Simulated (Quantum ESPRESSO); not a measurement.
GaSb:

```
CELL_PARAMETERS angstrom
0.00000 3.05900 3.05900
3.05900 0.00000 3.05900
3.05900 3.05900 0.00000
ATOMIC_POSITIONS crystal
Sb 0.75000 0.75000 0.75000
Ga 0.00000 0.00000 0.00000
```

Base run:

- Program: Quantum ESPRESSO 7.5
- Functional: PBE
- Potentials or basis: PseudoDojo 0.4 FR PBE standard
- Cutoff: 1088 eV
- Density cutoff: 4354 eV
- k mesh: 8 × 8 × 8
- Occupations: fermi-dirac, width 0.05 eV
- Spin: spin-orbit coupling, no magnetisation

Its results: band gap on the k mesh none (metal or under the smearing width); pressure 2.4 GPa.

Question: The run is repeated on the same cell with these changes: k mesh from 8 × 8 × 8 to 4 × 4 × 4. What comes out?

Answer: Band gap on the k mesh none (metal or under the smearing width); pressure 3.2 GPa.

Caveats: some runs use coarse meshes; this crystal is a semiconductor, whose small gap the functional closes, so the metal is an error of the method (some runs).

Not every run made on this cell is shown here.
